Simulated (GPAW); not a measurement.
AlN:

```xyz
2
Lattice="0.0000 2.1840 2.1840 2.1840 0.0000 2.1840 2.1840 2.1840 0.0000" Properties=species:S:1:pos:R:3 pbc="T T T"
Al    0.0000    0.0000    0.0000
N     3.2760    3.2760    3.2760
```

Measurements of this composition are mostly on another form, of space group No. 186.

Base run:

```yaml
Program: GPAW 26.7.0
Functional: vdW-DF
Potentials_or_basis: GPAW PAW data sets (gpaw-data 1.2.1)
Cutoff: 800 eV
Basis: pw
k_mesh: 10 × 10 × 10
Occupations: fermi-dirac, width 0.05 eV
Spin: no spin polarisation
```

Its results: band gap on the k mesh 3.65 eV, indirect (least direct gap 4.51 eV).

**Question.** The run is repeated on the same cell with these changes: functional from vdW-DF to revTPSS. What comes out?

**Answer.** Band gap on the k mesh 3.19 eV, indirect (least direct gap 4.12 eV).

Not every run made on this cell is shown here.
